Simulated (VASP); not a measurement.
# BaTe (Pm-3m) in VASP: notebook

The runs below take BaTe through single point, with PBE.

All numbers are computed with VASP 6.6.1; they aren't measurements. Logs are shortened: lines on timing, memory, paths and dates and some standing lists are left out, and cuts for length are marked.

**1. Starting point**

Symmetry: Pm-3m, No. 221, cubic system. Conventional cell: a = 4.262 Å, b = 4.262 Å, c = 4.262 Å, α = 90.00°, β = 90.00°, γ = 90.00°. Around Ba (site symmetry m-3m) lie 8 Te at 3.69 Å. Te (site symmetry m-3m) is surrounded by 8 Ba at 3.69 Å.

The cell comes from a database or a generator and needn't be the stable form of this composition.

**2. Single point, PBE**

INCAR

```
SYSTEM = BaTe
  ALGO = Normal
  EDIFF = 1E-7
  ENCUT = 450
  GGA = PE
  ISIF = 2
  ISMEAR = 0
  LASPH = .TRUE.
  LCHARG = .TRUE.
  LELF = .TRUE.
  LREAL = .FALSE.
  LVHAR = .TRUE.
  LWAVE = .FALSE.
  NBANDS = 15
  NELM = 80
  PREC = Accurate
  SIGMA = 0.02
```

KPOINTS

```
k-points
0
G
  4 4 4
  0 0 0
```

POSCAR

```
BaTe
1.0
    4.2624660000      0.0000000000      0.0000000000
    0.0000000000      4.2624660000      0.0000000000
    0.0000000000      0.0000000000      4.2624660000
Ba Te
1 1
Direct
    0.0000000000      0.0000000000      0.0000000000
    0.5000000000      0.5000000000      0.5000000000
```

Potentials or basis: VASP PAW PBE potentials, release 64 (Ba_sv_GW, Te_GW).

Launch:

```bash
$ cat potpaw_PBE.64/Ba_sv_GW/POTCAR potpaw_PBE.64/Te_GW/POTCAR > POTCAR
$ mpirun -np 1 vasp_std > vasp.out
```

OUTCAR:

```text
SYSTEM = BaTe
   EDIFF = 1E-7
   ENCUT = 450
   GGA = PE
   ISIF = 2
   ISMEAR = 0
   LASPH = .TRUE.
   LREAL = .FALSE.
   NELM = 80
   PREC = Accurate

 ion  position               nearest neighbor table
   1  0.000  0.000  0.000-
   2  0.500  0.500  0.500-

  LATTYP: Found a simple cubic cell.
 ALAT       =     4.2624660000

  Lattice vectors:

 A1 = (   4.2624660000,   0.0000000000,   0.0000000000)
 A2 = (   0.0000000000,   4.2624660000,   0.0000000000)
 A3 = (   0.0000000000,   0.0000000000,   4.2624660000)

Analysis of symmetry for initial positions (statically):
=====================================================================
 Subroutine PRICEL returns:
 Original cell was already a primitive cell.

 Routine SETGRP: Setting up the symmetry group for a
 simple cubic supercell.

 Subroutine GETGRP returns: Found 48 space group operations
 (whereof 48 operations were pure point group operations)
 out of a pool of 48 trial point group operations.

The static configuration has the point symmetry O_h .

Analysis of symmetry for dynamics (positions and initial velocities):
=====================================================================
 Subroutine PRICEL returns:
 Original cell was already a primitive cell.

 Routine SETGRP: Setting up the symmetry group for a
 simple cubic supercell.

 Subroutine GETGRP returns: Found 48 space group operations
 (whereof 48 operations were pure point group operations)
 out of a pool of 48 trial point group operations.

The dynamic configuration has the point symmetry O_h .

 Subroutine INISYM returns: Found 48 space group operations
 (whereof 48 operations are pure point group operations),
 and found     1 'primitive' translations

----------------------------------------------------------------------------------------

                                     Primitive cell

  volume of cell :      77.4431

  direct lattice vectors                    reciprocal lattice vectors
     4.262466000  0.000000000  0.000000000     0.234605977  0.000000000  0.000000000
     0.000000000  4.262466000  0.000000000     0.000000000  0.234605977  0.000000000
     0.000000000  0.000000000  4.262466000     0.000000000  0.000000000  0.234605977

  length of vectors
     4.262466000  4.262466000  4.262466000     0.234605977  0.234605977  0.234605977

  position of ions in fractional coordinates (direct lattice)
     0.000000000  0.000000000  0.000000000
     0.500000000  0.500000000  0.500000000

  ion indices of the primitive-cell ions
   primitive index   ion index
                 1           1
                 2           2

----------------------------------------------------------------------------------------

 KPOINTS: k-points

Automatic generation of k-mesh.
 Grid dimensions read from file:
 generate k-points for:    4    4    4

 Generating k-lattice:

  Cartesian coordinates                     Fractional coordinates (reciprocal lattice)
     0.058651494  0.000000000  0.000000000     0.250000000  0.000000000  0.000000000
     0.000000000  0.058651494  0.000000000     0.000000000  0.250000000  0.000000000
     0.000000000  0.000000000  0.058651494     0.000000000  0.000000000  0.250000000

  Length of vectors
     0.058651494  0.058651494  0.058651494

  Shift w.r.t. Gamma in fractional coordinates (k-lattice)
     0.000000000  0.000000000  0.000000000

 Subroutine IBZKPT returns following result:
 ===========================================

 Found     10 irreducible k-points:

 Following reciprocal coordinates:
            Coordinates               Weight
  0.000000  0.000000  0.000000      1.000000
  0.250000  0.000000  0.000000      6.000000
  0.500000  0.000000  0.000000      3.000000
  0.250000  0.250000  0.000000     12.000000
  0.500000  0.250000  0.000000     12.000000
  0.500000  0.500000  0.000000      3.000000
  0.250000  0.250000  0.250000      8.000000
  0.500000  0.250000  0.250000     12.000000
  0.500000  0.500000  0.250000      6.000000
  0.500000  0.500000  0.500000      1.000000
   k-points           NKPTS =     10   k-points in BZ     NKDIM =     10   number of bands    NBANDS=     15
   number of dos      NEDOS =    301   number of ions     NIONS =      2
   total plane-waves  NPLWV =  27000
   dimension x,y,z NGX =    30 NGY =   30 NGZ =   30
   dimension x,y,z NGXF=    60 NGYF=   60 NGZF=   60
   ions per type =               1   1
   NGX,Y,Z   is equivalent  to a cutoff of  11.70, 11.70, 11.70 a.u.
   NGXF,Y,Z  is equivalent  to a cutoff of  23.40, 23.40, 23.40 a.u.
 SYSTEM =  BaTe
   PREC   = accura    normal or accurate (medium, high low for compatibility)
   ISTART =      0    job   : 0-new  1-cont  2-samecut
   ICHARG =      2    charge: 1-file 2-atom 10-const
   ISPIN  =      1    spin polarized calculation?
   LNONCOLLINEAR =      F non collinear calculations
   LSORBIT =      F    spin-orbit coupling
   LASPH  =      T    aspherical Exc in radial PAW
   ENCUT  =  450.0 eV  33.07 Ry    5.75 a.u.   7.37  7.37  7.37*2*pi/ulx,y,z
   NELM   =     80;   NELMIN=  2; NELMDL= -5     # of ELM steps
   EDIFF  = 0.1E-06   stopping-criterion for ELM
   LREAL  =      F    real-space projection
   EDIFFG = 0.1E-05   stopping-criterion for IOM
   NSW    =      0    number of steps for IOM
   IBRION =     -1    ionic relax: 0-MD 1-quasi-New 2-CG
   NFREE  =      0    steps in history (QN), initial steepest desc. (CG)
   ISIF   =      2    stress and relaxation
   ISYM   =      2    0-nonsym 1-usesym 2-fastsym
   POTIM  = 0.5000    time-step for ionic-motion
   TEBEG  =    0.0;   TEEND  =   0.0 temperature during run
   PSTRESS=    0.0 pullay stress
   NELECT =      16.0000    total number of electrons
   NUPDOWN=      -1.0000    fix difference up-down
   EMIN   =  10.00;   EMAX   =-10.00  energy-range for DOS
   EFERMI =   0.00;   METHOD = LEGACY
   ISMEAR =     0;   SIGMA  =   0.02  broadening in eV -4-tet -1-fermi 0-gaus
   EFERMI_NEDOS =   21; number of points for ismear=-14 and -15
   IALGO  =     38    algorithm
   IMIX   =      4    mixing-type and parameters
     AMIX     =   0.40;   BMIX     =  1.00
     AMIX_MAG =   1.60;   BMIX_MAG =  1.00
  volume/ion in A,a.u.               =      38.72       261.31
  Fermi-wavevector in a.u.,A,eV,Ry     =   0.967804  1.828884 12.743813  0.936644
  Thomas-Fermi vector in A             =   2.097720
   LORBIT       =      0    0 simple, 1 ext, 2 COOP (PROOUT), +10 PAW based schemes
   GGA     = PE    functional components
   LHFCALC =     F    Hartree Fock is set to
   AEXX    =    0.0000 exact exchange contribution
   IVDW    =     0    specifies the selected vdW correction
   LEPSILON=     F    determine dielectric tensor
   LRPA    =     F    only Hartree local field effects (RPA)
 non-spin polarized calculation
 Gauss-broadening in eV      SIGMA  =   0.02
  energy-cutoff  :      450.00
  volume of cell :       77.44
 maximum number of plane-waves:      1743
 NGX is ok and might be reduce to    30
   NGX = 15   NGY = 15   NGZ = 15

 number of electron      15.9999998 magnetization

 Free energy of the ion-electron system (eV)
  ---------------------------------------------------
  ext. energy  EPLUGINS =         0.00000000
  ---------------------------------------------------
  free energy    TOTEN  =        -9.65740211 eV

  energy without entropy =       -9.65740211  energy(sigma->0) =       -9.65740211

 E-fermi :   5.2750     XC(G=0):  -8.9253

 val. band max:        5.1291962812   @ k =   0.5000   0.5000   0.0000
 cond. band min:       5.9912187347   @ k =   0.0000   0.0000   0.0000
 fundamental gap:      0.8620224536
 Fermi energy:         5.2749852258

 k-point     1 :       0.0000    0.0000    0.0000
  band No.  band energies     occupation
      1     -22.9075      2.00000
      2      -7.9441      2.00000
      3      -7.9441      2.00000
      4      -7.9441      2.00000
      5      -5.1710      2.00000
      6       4.7814      2.00000
      7       4.7814      2.00000
      8       4.7814      2.00000
      9       5.9912      0.00000
     10       5.9912      0.00000
     11       7.5616      0.00000
     12       9.7373      0.00000
     13       9.7373      0.00000
     14       9.7373      0.00000
     15      12.0326      0.00000

 k-point     2 :       0.2500    0.0000    0.0000
  band No.  band energies     occupation
      1     -22.8943      2.00000
      2      -8.2387      2.00000
      3      -7.9191      2.00000
      4      -7.9191      2.00000
      5      -4.8013      2.00000
      6       2.9159      2.00000
      7       4.5515      2.00000
      8       4.5515      2.00000
      9       6.3158      0.00000
     10       7.5129      0.00000
     11       9.3351      0.00000
     12       9.9134      0.00000
     13       9.9261      0.00000
     14       9.9261      0.00000
     15      10.6374      0.00000

 k-point     3 :       0.5000    0.0000    0.0000
  band No.  band energies     occupation
      1     -22.8813      2.00000
      2      -8.4908      2.00000
      3      -7.8938      2.00000
      4      -7.8938      2.00000
      5      -4.4326      2.00000
      6       1.8192      2.00000
      7       4.3269      2.00000
      8       4.3269      2.00000
      9       6.7898      0.00000
     10       9.4870      0.00000
     11      10.0610      0.00000
     12      10.1184      0.00000
     13      10.1298      0.00000
     14      10.6951      0.00000
     15      10.6951      0.00000

 k-point     4 :       0.2500    0.2500    0.0000
  band No.  band energies     occupation
      1     -22.8817      2.00000
      2      -8.2167      2.00000
      3      -8.1217      2.00000
      4      -7.8975      2.00000
      5      -4.6531      2.00000
      6       2.9184      2.00000
      7       3.6355      2.00000
      8       4.6177      2.00000
      9       6.9767      0.00000
     10       8.2170      0.00000
     11       8.3858      0.00000
     12       8.7464      0.00000
     13      10.3209      0.00000
     14      11.0286      0.00000
     15      11.6299      0.00000

 k-point     5 :       0.5000    0.2500    0.0000
  band No.  band energies     occupation
      1     -22.8691      2.00000
      2      -8.3948      2.00000
      3      -8.0991      2.00000
      4      -7.8756      2.00000
      5      -4.5193      2.00000
      6       2.3973      2.00000
      7       3.6265      2.00000
      8       4.6590      2.00000
      9       6.9268      0.00000
     10       8.4859      0.00000
     11       8.7906      0.00000
     12       9.2440      0.00000
     13       9.5092      0.00000
     14      11.0309      0.00000
     15      11.4274      0.00000

 k-point     6 :       0.5000    0.5000    0.0000
  band No.  band energies     occupation
      1     -22.8565      2.00000
      2      -8.2915      2.00000
      3      -8.2915      2.00000
      4      -7.8572      2.00000
      5      -4.6180      2.00000
      6       3.1410      2.00000
      7       3.1410      2.00000
      8       5.1292      2.00000
      9       6.1879      0.00000
     10       7.7146      0.00000
     11       8.1092      0.00000
     12       8.1092      0.00000
     13      11.3784      0.00000
     14      11.5804      0.00000
     15      11.5804      0.00000

 k-point     7 :       0.2500    0.2500    0.2500
  band No.  band energies     occupation
      1     -22.8694      2.00000
      2      -8.1800      2.00000
      3      -8.0893      2.00000
      4      -8.0893      2.00000
      5      -4.5647      2.00000
      6       3.3615      2.00000
      7       3.3615      2.00000
      8       3.4226      2.00000
      9       7.8661      0.00000
     10       7.8661      0.00000
     11       8.5951      0.00000
     12       9.9013      0.00000
     13       9.9013      0.00000
     14       9.9901      0.00000
     15      12.2510      0.00000

 k-point     8 :       0.5000    0.2500    0.2500
  band No.  band energies     occupation
      1     -22.8570      2.00000
      2      -8.3248      2.00000
      3      -8.0820      2.00000
      4      -8.0564      2.00000
      5      -4.4810      2.00000
      6       2.5808      2.00000
      7       3.0962      2.00000
      8       3.9626      2.00000
      9       7.6854      0.00000
     10       7.8257      0.00000
     11       8.2445      0.00000
     12      10.6722      0.00000
     13      10.9874      0.00000
     14      11.2098      0.00000
     15      11.9314      0.00000

 k-point     9 :       0.5000    0.5000    0.2500
  band No.  band energies     occupation
      1     -22.8450      2.00000
      2      -8.2518      2.00000
      3      -8.2518      2.00000
      4      -8.0389      2.00000
      5      -4.4449      2.00000
      6       2.6876      2.00000
      7       2.6876      2.00000
      8       3.3550      2.00000
      9       7.4702      0.00000
     10       8.8325      0.00000
     11       8.8325      0.00000
     12       9.9491      0.00000
     13      11.4531      0.00000
     14      11.8070      0.00000
     15      11.8087      0.00000

 k-point    10 :       0.5000    0.5000    0.5000
  band No.  band energies     occupation
      1     -22.8331      2.00000
      2      -8.2112      2.00000
      3      -8.2112      2.00000
      4      -8.2112      2.00000
      5      -4.2486      2.00000
      6       2.3021      2.00000
      7       2.3021      2.00000
      8       2.3021      2.00000
      9       9.8590      0.00000
     10       9.8590      0.00000
     11       9.8590      0.00000
     12      11.4597      0.00000
     13      11.4597      0.00000
     14      11.4673      0.00000
     15      11.5354      0.00000

------------------------ aborting loop because EDIFF is reached ----------------------------------------

  FORCE on cell =-STRESS in cart. coord.  units (eV):
  Direction    XX          YY          ZZ          XY          YZ          ZX
  --------------------------------------------------------------------------------------
  -------------------------------------------------------------------------------------
  Total       -0.1642572     -0.1642572     -0.1642572      0.0000000      0.0000000     -0.0000000
  in kB       -3.3982255     -3.3982255     -3.3982255      0.0000000      0.0000000     -0.0000000
  external PRESSURE =      -3.3982255 kB  Pullay stress =       0.0000000 kB

 VOLUME and BASIS-vectors are now :
 -----------------------------------------------------------------------------
  energy-cutoff  :      450.00
  volume of cell :       77.44
      direct lattice vectors                 reciprocal lattice vectors
     4.262466000  0.000000000  0.000000000     0.234605977  0.000000000  0.000000000
     0.000000000  4.262466000  0.000000000     0.000000000  0.234605977  0.000000000
     0.000000000  0.000000000  4.262466000     0.000000000  0.000000000  0.234605977

 POSITION                                       TOTAL-FORCE (eV/Angst)
 -----------------------------------------------------------------------------------
      0.00000      0.00000      0.00000         0.000000      0.000000      0.000000
      2.13123      2.13123      2.13123         0.000000      0.000000      0.000000
 -----------------------------------------------------------------------------------
    total drift:                                0.000000     -0.000000     -0.000000

  FREE ENERGIE OF THE ION-ELECTRON SYSTEM (eV)
  ---------------------------------------------------
  free  energy   TOTEN  =        -9.6574021059 eV

  energy  without entropy=       -9.6574021059  energy(sigma->0) =       -9.65740211
```

Run time: 12 s. Hardware: 1 thread of Intel Xeon 6975P-C (Granite Rapids), shared host; peak memory 0.16 GiB.

Results:

```yaml
Free_energy: -9.6574 eV
Pressure: -0.3 GPa
Band_gap_on_the_k_mesh: 0.86 eV, indirect (least direct gap 1.06 eV)
```

Levels at points of the mesh, in eV from the valence-band top:
```tsv
k point	band 4	band 5	band 6	band 7	band 8	band 9	band 10	band 11	band 12	band 13
(0.00, 0.00, 0.00)	-13.07	-10.30	-0.35	-0.35	-0.35	0.86	0.86	2.43	4.61	4.61
(0.50, 0.00, 0.00)	-13.02	-9.56	-3.31	-0.80	-0.80	1.66	4.36	4.93	4.99	5.00
(0.50, 0.50, 0.00)	-12.99	-9.75	-1.99	-1.99	0.00	1.06	2.59	2.98	2.98	6.25
(0.50, 0.50, 0.50)	-13.34	-9.38	-2.83	-2.83	-2.83	4.73	4.73	4.73	6.33	6.33
```

Caveat: spin-orbit coupling is left out, which moves the levels of the heavy elements. A k mesh can miss the band edges.

(Part 1 of 2 ends here.)
